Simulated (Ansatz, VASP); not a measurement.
## Two plane-wave programs on Li

```
Li
1.0
     4.97297    0.00000    0.00000
    -2.48648    4.30671    0.00000
     0.00000    0.00000    2.92245
Li
3
Cartesian
  0.0000 0.0000 0.0000
  2.4865 1.4356 1.4612
  0.0000 2.8711 1.4612
```

Alike in both runs: task relaxation of shape and atoms at fixed volume; functional PBE; k mesh 12 × 12 × 14; occupations gaussian, width 0.1 eV; no spin polarisation.

```csv
,VASP,Ansatz
version,VASP 6.6.1,Ansatz 0.2.0
potentials or method,"VASP PAW PBE potentials, release 64 (Li_sv)","scalar-relativistic, plane waves, PAW"
plane-wave cutoff (eV),600,420
valence electrons in the cell,9,9
```

```tsv
	VASP	Ansatz	Ansatz less VASP
gap on the k mesh at the Fermi level, each at its own relaxed structure (eV)	none	none	-
relaxed volume (Å³/atom)	20.86	20.86	0.000
relaxed cell length with the largest relative difference (Å)	2.922	2.922	0.0000
```

A gap of «none» marks a metal or a gap that the smearing closes.

Caveats: the cutoff is under 1.25 times the usual one of these potentials, so pressure, stress and relaxed cells hold a basis-set (Pulay) error (VASP); the relaxation stopped at its first step, so nothing moved.
